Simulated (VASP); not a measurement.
# SrO (Fm-3m) in VASP: further runs

Runs on SrO. Level: PBEsol. Tasks: relaxation of the atoms.

Everything below comes from runs of VASP 6.6.1. Logs are shortened: lines on timing, memory, paths and dates and some standing lists are left out, and cuts for length are marked.

### 1 The undisturbed crystal

Symmetry: Fm-3m, No. 225, cubic system. The conventional cell has a = 5.133 Å, b = 5.133 Å, c = 5.133 Å, α = 90.00°, β = 90.00°, γ = 90.00°. Around Sr (site symmetry m-3m) lie 6 O at 2.57 Å. Around O (site symmetry m-3m) lie 6 Sr at 2.57 Å.

### 2 Relaxation of the atoms, PBEsol (a relaxed cell with its volume scaled by 1.04)

Contents of INCAR:

```
SYSTEM = SrO
PREC = Accurate
ENCUT = 600
EDIFF = 1E-7
ISMEAR = 0
SIGMA = 0.03
LREAL = .FALSE.
LASPH = .TRUE.
NELM = 80
ALGO = Normal
ISIF = 2
LWAVE = .FALSE.
LCHARG = .FALSE.
GGA = PS
IBRION = 2
NSW = 40
EDIFFG = -0.01
```

Contents of KPOINTS:

```
Automatic mesh
0
G
  10 10 10
  0 0 0
```

Contents of POSCAR:

```
SrO                                     
1.0
    0.0000000000      2.6000709780      2.6000709780
    2.6000709780      0.0000000000      2.6000709780
    2.6000709780      2.6000709780      0.0000000000
  Sr              O             
     1     1
Direct
     0.5000000000000000    0.5000000000000000    0.5000000000000000
     0.0000000000000000    0.0000000000000000    0.0000000000000000
```

Potentials or basis: VASP PAW PBE potentials, release 64 (Sr_sv, O).

The run is started by

```console
cat potpaw_PBE.64/Sr_sv/POTCAR potpaw_PBE.64/O/POTCAR > POTCAR
mpirun -np 1 vasp_std > vasp.out
```

OUTCAR:

```text
SYSTEM = SrO
   PREC = Accurate
   ENCUT = 600
   EDIFF = 1E-7
   ISMEAR = 0
   LREAL = .FALSE.
   LASPH = .TRUE.
   NELM = 80
   ISIF = 2
   GGA = PS
   IBRION = 2
   NSW = 40
   EDIFFG = -0.01

 ion  position               nearest neighbor table
   1  0.500  0.500  0.500-   2 2.60   2 2.60   2 2.60   2 2.60   2 2.60   2 2.60
   2  0.000  0.000  0.000-   1 2.60   1 2.60   1 2.60   1 2.60   1 2.60   1 2.60

  LATTYP: Found a face centered cubic cell.
 ALAT       =     5.2001419560

  Lattice vectors:

 A1 = (   0.0000000000,   2.6000709780,   2.6000709780)
 A2 = (   2.6000709780,   0.0000000000,   2.6000709780)
 A3 = (   2.6000709780,   2.6000709780,   0.0000000000)

Analysis of symmetry for initial positions (statically):
=====================================================================
 Subroutine PRICEL returns:
 Original cell was already a primitive cell.

 Routine SETGRP: Setting up the symmetry group for a
 face centered cubic supercell.

 Subroutine GETGRP returns: Found 48 space group operations
 (whereof 48 operations were pure point group operations)
 out of a pool of 48 trial point group operations.

The static configuration has the point symmetry O_h .

Analysis of symmetry for dynamics (positions and initial velocities):
=====================================================================
 Subroutine PRICEL returns:
 Original cell was already a primitive cell.

 Routine SETGRP: Setting up the symmetry group for a
 face centered cubic supercell.

 Subroutine GETGRP returns: Found 48 space group operations
 (whereof 48 operations were pure point group operations)
 out of a pool of 48 trial point group operations.

The dynamic configuration has the point symmetry O_h .

 Subroutine INISYM returns: Found 48 space group operations
 (whereof 48 operations are pure point group operations),
 and found     1 'primitive' translations

----------------------------------------------------------------------------------------

                                     Primitive cell

  volume of cell :      35.1549

  direct lattice vectors                    reciprocal lattice vectors
     0.000000000  2.600070978  2.600070978    -0.192302443  0.192302443  0.192302443
     2.600070978  0.000000000  2.600070978     0.192302443 -0.192302443  0.192302443
     2.600070978  2.600070978  0.000000000     0.192302443  0.192302443 -0.192302443

  length of vectors
     3.677055640  3.677055640  3.677055640     0.333077601  0.333077601  0.333077601

  position of ions in fractional coordinates (direct lattice)
     0.500000000  0.500000000  0.500000000
     0.000000000  0.000000000  0.000000000

  ion indices of the primitive-cell ions
   primitive index   ion index
                 1           1
                 2           2

----------------------------------------------------------------------------------------

 KPOINTS: Automatic mesh

Automatic generation of k-mesh.
 Grid dimensions read from file:
 generate k-points for:   10   10   10

 Generating k-lattice:

  Cartesian coordinates                     Fractional coordinates (reciprocal lattice)
    -0.019230244  0.019230244  0.019230244     0.100000000  0.000000000  0.000000000
     0.019230244 -0.019230244  0.019230244     0.000000000  0.100000000  0.000000000
     0.019230244  0.019230244 -0.019230244     0.000000000  0.000000000  0.100000000

  Length of vectors
     0.033307760  0.033307760  0.033307760

  Shift w.r.t. Gamma in fractional coordinates (k-lattice)
     0.000000000  0.000000000  0.000000000

 Subroutine IBZKPT returns following result:
 ===========================================

 Found     47 irreducible k-points:

 Following reciprocal coordinates:
            Coordinates               Weight
  0.000000  0.000000  0.000000      1.000000
  0.100000  0.000000  0.000000      8.000000
  0.200000  0.000000  0.000000      8.000000
  0.300000  0.000000  0.000000      8.000000
  0.400000  0.000000  0.000000      8.000000
  0.500000  0.000000  0.000000      4.000000
[... 16 lines left out ...]
  0.300000  0.300000  0.000000      6.000000
  0.400000  0.300000  0.000000     24.000000
 [... further k-points ...]
   k-points           NKPTS =     47   k-points in BZ     NKDIM =     47   number of bands    NBANDS=     12
   number of dos      NEDOS =    301   number of ions     NIONS =      2
   total plane-waves  NPLWV =  27000
   dimension x,y,z NGX =    30 NGY =   30 NGZ =   30
   dimension x,y,z NGXF=    60 NGYF=   60 NGZF=   60
   ions per type =               1   1
   NGX,Y,Z   is equivalent  to a cutoff of  13.56, 13.56, 13.56 a.u.
   NGXF,Y,Z  is equivalent  to a cutoff of  27.13, 27.13, 27.13 a.u.
 SYSTEM =  SrO
   PREC   = accura    normal or accurate (medium, high low for compatibility)
   ISTART =      0    job   : 0-new  1-cont  2-samecut
   ICHARG =      2    charge: 1-file 2-atom 10-const
   ISPIN  =      1    spin polarized calculation?
   LNONCOLLINEAR =      F non collinear calculations
   LSORBIT =      F    spin-orbit coupling
   LASPH  =      T    aspherical Exc in radial PAW
   ENCUT  =  600.0 eV  44.10 Ry    6.64 a.u.   7.34  7.34  7.34*2*pi/ulx,y,z
   NELM   =     80;   NELMIN=  2; NELMDL= -5     # of ELM steps
   EDIFF  = 0.1E-06   stopping-criterion for ELM
   LREAL  =      F    real-space projection
   EDIFFG = -.1E-01   stopping-criterion for IOM
   NSW    =     40    number of steps for IOM
   IBRION =      2    ionic relax: 0-MD 1-quasi-New 2-CG
   NFREE  =      1    steps in history (QN), initial steepest desc. (CG)
   ISIF   =      2    stress and relaxation
   ISYM   =      2    0-nonsym 1-usesym 2-fastsym
   POTIM  = 0.5000    time-step for ionic-motion
   TEBEG  =    0.0;   TEEND  =   0.0 temperature during run
   PSTRESS=    0.0 pullay stress
   NELECT =      16.0000    total number of electrons
   NUPDOWN=      -1.0000    fix difference up-down
   EMIN   =  10.00;   EMAX   =-10.00  energy-range for DOS
   EFERMI =   0.00;   METHOD = LEGACY
   ISMEAR =     0;   SIGMA  =   0.03  broadening in eV -4-tet -1-fermi 0-gaus
   EFERMI_NEDOS =   21; number of points for ismear=-14 and -15
   IALGO  =     38    algorithm
   IMIX   =      4    mixing-type and parameters
     AMIX     =   0.40;   BMIX     =  1.00
     AMIX_MAG =   1.60;   BMIX_MAG =  1.00
  volume/ion in A,a.u.               =      17.58       118.62
  Fermi-wavevector in a.u.,A,eV,Ry     =   1.259272  2.379679 21.575663  1.585767
  Thomas-Fermi vector in A             =   2.392840
   LORBIT       =      0    0 simple, 1 ext, 2 COOP (PROOUT), +10 PAW based schemes
   GGA     = PS    functional components
   LHFCALC =     F    Hartree Fock is set to
   AEXX    =    0.0000 exact exchange contribution
   IVDW    =     0    specifies the selected vdW correction
   LEPSILON=     F    determine dielectric tensor
   LRPA    =     F    only Hartree local field effects (RPA)
 conjugate gradient relaxation of ions
 non-spin polarized calculation
 Gauss-broadening in eV      SIGMA  =   0.03
  energy-cutoff  :      600.00
  volume of cell :       35.15
 maximum number of plane-waves:      1211
 NGX is ok and might be reduce to    30
   NGX = 15   NGY = 15   NGZ = 15

 number of electron      16.0000000 magnetization

 Free energy of the ion-electron system (eV)
  ---------------------------------------------------
  ext. energy  EPLUGINS =         0.00000000
  ---------------------------------------------------
  free energy    TOTEN  =       -12.62781213 eV

  energy without entropy =      -12.62781213  energy(sigma->0) =      -12.62781213

 E-fermi :   1.4618     XC(G=0): -10.1162

 val. band max:        1.3317708368   @ k =   0.0000   0.0000   0.0000
 cond. band min:       4.5102510197   @ k =   0.5000   0.5000   0.0000
 fundamental gap:      3.1784801829
 Fermi energy:         1.4617975382

 k-point     1 :       0.0000    0.0000    0.0000
  band No.  band energies     occupation
      1     -31.0232      2.00000
      2     -13.6231      2.00000
      3     -12.7093      2.00000
      4     -12.7093      2.00000
      5     -12.7093      2.00000
      6       1.3318      2.00000
      7       1.3318      2.00000
      8       1.3318      2.00000
      9       4.9233      0.00000
     10       7.4230      0.00000
     11       7.4230      0.00000
     12       7.4230      0.00000

 k-point     2 :       0.1000    0.0000    0.0000
  band No.  band energies     occupation
      1     -31.0117      2.00000
      2     -13.8845      2.00000
      3     -12.7168      2.00000
      4     -12.7168      2.00000
      5     -12.4766      2.00000
      6       1.0178      2.00000
      7       1.2076      2.00000
      8       1.2076      2.00000
      9       5.3910      0.00000
     10       7.3061      0.00000
     11       7.6151      0.00000
     12       7.6151      0.00000

 k-point     3 :       0.2000    0.0000    0.0000
  band No.  band energies     occupation
      1     -30.9815      2.00000
      2     -14.3335      2.00000
      3     -12.7365      2.00000
      4     -12.7365      2.00000
      5     -12.1030      2.00000
      6       0.3763      2.00000
      7       0.9075      2.00000
      8       0.9075      2.00000
      9       6.4712      0.00000
     10       7.1843      0.00000
     11       8.1583      0.00000
     12       8.1583      0.00000
[... 286 lines left out ...]
 k-point    23 :       0.3000    0.3000    0.0000
  band No.  band energies     occupation
      1     -30.9194      2.00000
      2     -14.3564      2.00000
      3     -12.9324      2.00000
      4     -12.9324      2.00000
      5     -12.3352      2.00000
      6       0.0743      2.00000
      7       1.1775      2.00000
      8       1.1775      2.00000
      9       5.2292      0.00000
     10       7.4498      0.00000
     11      10.3695      0.00000
     12      10.3695      0.00000

 k-point    24 :       0.4000    0.3000    0.0000
  band No.  band energies     occupation
      1     -30.8958      2.00000
      2     -14.3628      2.00000
      3     -13.0289      2.00000
      4     -12.9659      2.00000
      5     -12.4417      2.00000
      6       0.2508      2.00000
      7       1.0140      2.00000
      8       1.0916      2.00000
      9       5.1744      0.00000
     10       8.1505      0.00000
     11      10.6034      0.00000
     12      10.8181      0.00000

 [... further k-points ...]
[... 5 lines left out ...]
  --------------------------------------------------------------------------------------
  -------------------------------------------------------------------------------------
  Total       -0.7413493     -0.7413493     -0.7413493      0.0000000      0.0000000     -0.0000000
  in kB      -33.7868638    -33.7868638    -33.7868638      0.0000000      0.0000000     -0.0000000
  external PRESSURE =     -33.7868638 kB  Pullay stress =       0.0000000 kB

 VOLUME and BASIS-vectors are now :
 -----------------------------------------------------------------------------
  energy-cutoff  :      600.00
  volume of cell :       35.15
      direct lattice vectors                 reciprocal lattice vectors
     0.000000000  2.600070978  2.600070978    -0.192302443  0.192302443  0.192302443
     2.600070978  0.000000000  2.600070978     0.192302443 -0.192302443  0.192302443
     2.600070978  2.600070978  0.000000000     0.192302443  0.192302443 -0.192302443

 POSITION                                       TOTAL-FORCE (eV/Angst)
 -----------------------------------------------------------------------------------
      2.60007      2.60007      2.60007         0.000000      0.000000      0.000000
      0.00000      0.00000      0.00000        -0.000000     -0.000000     -0.000000
 -----------------------------------------------------------------------------------
    total drift:                               -0.000000      0.000000      0.000000

  FREE ENERGIE OF THE ION-ELECTRON SYSTEM (eV)
  ---------------------------------------------------
  free  energy   TOTEN  =       -12.6278121258 eV

  energy  without entropy=      -12.6278121258  energy(sigma->0) =      -12.62781213

 reached required accuracy - stopping structural energy minimisation
```

It took 15 s on 1 thread of Intel Xeon 6975P-C (Granite Rapids), shared host; peak memory 0.19 GiB.

Results:

* Free energy: -12.6278 eV
* Pressure after relaxing: -3.4 GPa
* Band gap on the k mesh: 3.18 eV, indirect (least direct gap 3.29 eV)

Final structure:
```cif
data_structure
_symmetry_space_group_name_H-M 'P 1'
_symmetry_Int_Tables_number 1
_cell_length_a 3.6771
_cell_length_b 3.6771
_cell_length_c 3.6771
_cell_angle_alpha 60.000
_cell_angle_beta 60.000
_cell_angle_gamma 60.000
_cell_volume 35.15
loop_
_atom_site_label
_atom_site_type_symbol
_atom_site_fract_x
_atom_site_fract_y
_atom_site_fract_z
_atom_site_occupancy
Sr1 Sr 0.50000 0.50000 0.50000 1
O1 O 0.00000 0.00000 0.00000 1
```

Caveat: the relaxation stopped at its first step, so nothing moved; the PAW data sets were made with another functional, which shifts forces and pressure a little.

### 3 Relaxation of the atoms, PBEsol (a relaxed cell with its volume scaled by 1.06)

INCAR is that of step 2.

KPOINTS is that of step 2.

Contents of POSCAR:

```
SrO                                     
1.0
    0.0000000000      2.6166323862      2.6166323862
    2.6166323862      0.0000000000      2.6166323862
    2.6166323862      2.6166323862      0.0000000000
  Sr              O             
     1     1
Direct
     0.5000000000000000    0.5000000000000000    0.5000000000000000
     0.0000000000000000    0.0000000000000000    0.0000000000000000
```

Potentials or basis: VASP PAW PBE potentials, release 64 (Sr_sv, O).

The run is started by

```console
cat potpaw_PBE.64/Sr_sv/POTCAR potpaw_PBE.64/O/POTCAR > POTCAR
mpirun -np 1 vasp_std > vasp.out
```

It took 14 s on 1 thread of Intel Xeon 6975P-C (Granite Rapids), shared host; peak memory 0.18 GiB.

It converged, with:

* Free energy: -12.6112 eV
* Pressure after relaxing: -4.8 GPa
* Band gap on the k mesh: 3.19 eV, indirect (least direct gap 3.31 eV)

Final structure:
```
Sr O
1.0
     0.00000    2.61663    2.61663
     2.61663    0.00000    2.61663
     2.61663    2.61663    0.00000
Sr O
1 1
Direct
  0.50000 0.50000 0.50000
  0.00000 0.00000 0.00000
```

Levels at points of the mesh, in eV from the valence-band top:
| k point | band 6 | band 7 | band 8 | band 9 | band 10 | band 11 |
| --- | --- | --- | --- | --- | --- | --- |
| (0.00, 0.00, 0.00) | 0.00 | 0.00 | 0.00 | 3.46 | 6.05 | 6.05 |
| (0.50, 0.00, 0.00) | -2.12 | -1.05 | -1.05 | 6.27 | 7.88 | 8.55 |
| (0.50, 0.50, 0.00) | -0.52 | -0.12 | -0.12 | 3.19 | 7.37 | 9.76 |

Caveat: the relaxation stopped at its first step, so nothing moved; the PAW data sets were made with another functional, which shifts forces and pressure a little. A k mesh can miss the band edges.
